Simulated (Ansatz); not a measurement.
**Al2Pt: rattling a relaxed structure**

The cell was relaxed from a distorted copy of a database structure.

Level of theory: DFT PBE, scalar-relativistic, plane waves, PAW (Ansatz 0.2.0). Settings: cutoff 420 eV, Γ-centred mesh 16×16×16 on the computed 3-atom cell, Gaussian smearing of 0.10 eV; no spin polarisation.

The cell below (3 atoms, space group Fm-3m (No. 225) when read loosely, I4/mmm at 0.01 Å) is relaxed within its symmetry.

```
Al Pt
1.0
    -2.10328    2.10328    2.97091
     2.10328   -2.10328    2.97091
     2.10328    2.10328   -2.97091
Al Pt
2 1
Direct
  0.25000 0.75000 0.50000
  0.75000 0.25000 0.50000
  0.50000 0.50000 0.00000
```

For the test a repeat of it with 6 atoms (edges 4.20, 4.20, 5.95 Å) was strained at random (σ = 1.5 % a component), the atoms were moved at random (σ = 0.05 Å), and all was relaxed again on a coarse 6×6×4 mesh (in the run’s order of axes) with 0.20 eV smearing, with no symmetry imposed.

Spin–orbit coupling, which can matter for Pt, is left out.

Question: What happens?

Answer: It returns, within 1 meV/atom of the unmoved cell on that mesh and with the same symmetry when read at 0.1 Å (I4/mmm at 0.01 Å, so small strains and shifts remain). No instability shows in this cell; modes of other wave vectors, which need another repeat, aren't tested.
